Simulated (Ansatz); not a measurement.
# GaS: the cost of one run

Method: DFT, PBE, plane-wave PAW, default files, scalar-relativistic, frozen cores, in Ansatz 0.2.0.

1 further run of the same task is left out (it didn't finish).

## Step 1: The starting structure

The structure is hexagonal, space group P6_3/mmc (No. 194). The conventional cell has a = 3.585 Å, b = 3.585 Å, c = 15.500 Å, α = 90.00°, β = 90.00°, γ = 120.00°. Ga (site symmetry 3m) has 3 S at 2.34 Å and 1 Ga at 2.48 Å as nearest neighbours. Around S (site symmetry 3m) lie 3 Ga at 2.34 Å.

Structure file:

```cif
data_structure
_symmetry_space_group_name_H-M 'P6_3/mmc'
_symmetry_Int_Tables_number 194
_cell_length_a 3.5850
_cell_length_b 3.5850
_cell_length_c 15.5000
_cell_angle_alpha 90.000
_cell_angle_beta 90.000
_cell_angle_gamma 120.000
_cell_volume 172.52
loop_
_atom_site_label
_atom_site_type_symbol
_atom_site_symmetry_multiplicity
_atom_site_Wyckoff_symbol
_atom_site_fract_x
_atom_site_fract_y
_atom_site_fract_z
_atom_site_occupancy
Ga1 Ga 4 f 0.33333 0.66667 0.17000 1
S1 S 4 f 0.33333 0.66667 0.60000 1
```

The earlier run gave: gap on the mesh 1.58 eV, largest force 0.239 eV/Å, pressure 2.2 GPa.

Like atoms gathered into sites:

```tsv
site	atoms	first shell	V_zz (10²¹ V/m²)	η	C_Q (MHz)
Ga	1, 2, 3, 4	3 S at 2.34 Å	-6.95	0.00	-18.0 (⁷¹Ga)
S	5, 6, 7, 8	3 Ga at 2.34 Å	-5.54	0.00	9.29 (³³S)
```

C_Q = eQV_zz/h, which is 24.18 MHz for Q = 1 b and V_zz = 10²¹ V/m²; η = (V_xx − V_yy)/V_zz. Quadrupole moments are those of Pyykkö's year-2017 table.

## Step 2: Z stretched by -2 %, ions relaxed

input.yaml reads:

```yaml
crystal:
  lattice:
    - [3.585, 0.0, 0.0]
    - [-1.7925, 3.1047010726, 0.0]
    - [0.0, 0.0, 15.19]
  atoms:
    - { symbol: Ga, position: [0.3333333333, 0.6666666667, 0.1710185084] }
    - { symbol: Ga, position: [0.6666666667, 0.3333333333, 0.6710185084] }
    - { symbol: Ga, position: [0.3333333333, 0.6666666667, 0.3289814916] }
    - { symbol: Ga, position: [0.6666666667, 0.3333333333, 0.8289814916] }
    - { symbol: S, position: [0.3333333333, 0.6666666667, 0.6008026213] }
    - { symbol: S, position: [0.6666666667, 0.3333333333, 0.1008026213] }
    - { symbol: S, position: [0.3333333333, 0.6666666667, 0.8991973787] }
    - { symbol: S, position: [0.6666666667, 0.3333333333, 0.3991973787] }
kpoints:
  mp_grid: { grid: [14, 14, 3] }
scf:
  occupations: { method: fermi_dirac, width: 0.02 }
hamiltonian:
  xc: pbe
  pseudopotentials: { kind: paw, frozen_core: stored }
output:
  forces: true
  stress: true
  populations: true
  efg: { quadrupole_moments_barn: { Ga: 0.107, S: -0.0694 } }
  write_density: true
  write_potential: true
  elf: true
  volumetric_format: npy
relax:
  f_tol: 0.02
  max_steps: 60
```

Launch:

```sh
ansatz run input.yaml --threads 1 --pin off --max-ram 3072MiB --backend cpu --events-out ev --progress --plain --runs-dir out
```

**Question.** How long does this run take on 1 thread of Intel Xeon at 2.50GHz (Skylake/Cascade Lake), shared host, and how much memory does it need?

About 2.4 min, with a peak of 0.64 GiB.
